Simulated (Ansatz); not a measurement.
Runs of Ansatz 0.2.0 on Te2Mo. It takes space group P6_3/mmc (No. 194, hexagonal). The conventional cell has a = 3.518 Å, b = 3.518 Å, c = 13.974 Å, α = 90.00°, β = 90.00°, γ = 120.00°. Te (site symmetry 3m) has 3 Mo at 2.72 Å as nearest neighbours. Mo (site symmetry -6m2) is surrounded by 6 Te at 2.72 Å. 

```csv
task,level,potentials or basis,U,k mesh,cutoff (eV),points for each segment of the path,hubbard projectors,double counting,mesh quality,gap on the mesh (eV),pressure (GPa),largest force (eV/Å)
single point,PBE,Ansatz PAW,-,3 × 3 × 1,420,-,-,-,coarse,1.00,2.6,0.11
band structure,PBE+U,Ansatz PAW,Mo d U = 6.2 eV,9 × 9 × 2,420,14,ortho-atomic (the default),fll (the default),not flagged,0.64,2.3,0.05
single point,BHLYP,Ansatz PAW,-,5 × 5 × 1,420,-,-,-,coarse,2.93,2.0,(d)
band structure,PBE,Ansatz PAW earlier set,-,9 × 9 × 2,640,14,-,-,not flagged,(a),(b),(c)
```

Alike in all rows: no spin polarisation; cell as given; smearing fermi-dirac 0.05 eV.

Q: Estimate the missing entries.

A: (a) 0.78; (b) 2.9; (c) 0.18; (d) 0.61.

Caveats: some runs use coarse meshes; spin-orbit coupling is left out, which moves the levels of the heavy elements; this functional lacks dispersion, which binds the layers, so the pressure and a relaxed spacing across them are unreliable (some runs); odd divisions of the mesh miss points on the zone boundary, where band edges often lie, so the gap on the mesh can be too wide (some runs); the U is typed as a test and isn't derived for this compound (some runs); the PAW data sets come from PBE, with cores solved anew for the run's functional, which leaves a small shift of forces and pressure (some runs); the thresholds are loose for stress (some runs); the k mesh misses the band edges, so the gap on the mesh is wider than the one along the path (some runs).

A k mesh can miss the band edges, and the runs leave out spin-orbit coupling on Mo, Te.
